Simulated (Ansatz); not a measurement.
# Sb in Ansatz: the effect of target pressure

Crystal: Sb.

```xyz
2
Lattice="2.1542 1.2437 3.7580 -2.1542 1.2437 3.7580 0.0000 -2.4875 3.7580" Properties=species:S:1:pos:R:3 pbc="T T T"
Sb    0.0000    0.0000    8.6416
Sb    0.0000    0.0000    2.6324
```

Alike in all runs:

- Program: Ansatz 0.2.0
- Task: relaxation of cell and atoms
- Functional: PBE
- Potentials or basis: Ansatz PAW
- Cutoff: 420 eV (not typed: the program's choice for these potentials)
- k mesh: 8 × 8 × 8
- Occupations: fermi-dirac, width 0.05 eV
- Spin: no spin polarisation

Each run relaxes the cell or the atoms first.

```tsv
target pressure	relaxed volume (Å³/atom)
0 GPa	31.93
2 GPa	30.24
5 GPa	28.57
10 GPa	?
20 GPa	24.04
30 GPa	22.55
```

Problem. What does the run with target pressure 10 GPa give?

Solution. Relaxed volume 26.62 Å³/atom.

Worked out: In Murnaghan's law V^(-B') rises as a straight line in P. The other rows fit best with B' = 4.7, V0 = 31.88 Å³/atom and B0 = 34 GPa, which gives 26.53 Å³/atom at 10 GPa, against the run's 26.62.

Caveats: the plane-wave basis is chosen anew once the cell has moved, so the energies of steps on either side of that aren't comparable; the volume moved by over 15 % at a fixed basis, so the end points are rough (some runs).
